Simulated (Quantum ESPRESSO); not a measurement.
## GaP: zone-centre phonons under several settings

```
Ga P
1.0
     0.00000    2.72525    2.72525
     2.72525    0.00000    2.72525
     2.72525    2.72525    0.00000
Ga P
1 1
Direct
  0.00000 0.00000 0.00000
  0.75000 0.75000 0.75000
```

All runs used Quantum ESPRESSO 7.5; no spin polarisation; cutoff 1088 eV; occupations smeared at first, fixed for the response.

| level | potentials | k mesh (s: shifted) | geometry | volume (Å³/atom) | pressure (GPa) | lowest optical mode without the field (cm⁻¹) | sum of the Born charges (e) |
| --- | --- | --- | --- | --- | --- | --- | --- |
| LDA | PseudoDojo 0.4.1 SR LDA standard | 6 × 6 × 6s | relaxed cell | 19.55 | 0.0 | 365 | -0.01 |
| LDA | PseudoDojo 0.4.1 SR LDA standard | 6 × 6 × 6s | given cell, atoms relaxed | 20.24 | -2.9 | 350 | -0.01 |
| PBE | PseudoDojo 0.4.1 SR PBE standard | 6 × 6 × 6s | relaxed cell | 20.88 | 0.0 | 345 | -0.01 |
| PBE | PseudoDojo 0.4.1 SR PBE standard | 4 × 4 × 4s | relaxed cell | ? | 0.0 | ? | ? |
| BLYP | PseudoDojo 0.4.1 SR PBE standard | 6 × 6 × 6s | given cell, atoms relaxed | 20.24 | 6.1 | 363 | -0.01 |
| vdW-DF-cx | PseudoDojo 0.4.1 SR PBE standard | 6 × 6 × 6s | relaxed cell | 20.30 | 0.0 | 355 | -0.01 |

Problem. What stands in the row left open?

Solution. Volume 20.87 Å³/atom; lowest optical mode without the field 345 cm⁻¹; sum of the Born charges -0.09 e.

Caveats: the potentials were made for another functional, which shifts forces and pressure (some runs); the cell is more than 3 GPa from zero pressure, which shifts response properties (some runs); before the sum rule the acoustic modes lie tens of cm⁻¹ from zero, a sign that the density grid also shifts the optical modes (some runs).

For the row left open. Caveat: the k mesh is coarse; the Born charges break their sum rule by 0.09 e, a sign of too thin a mesh.
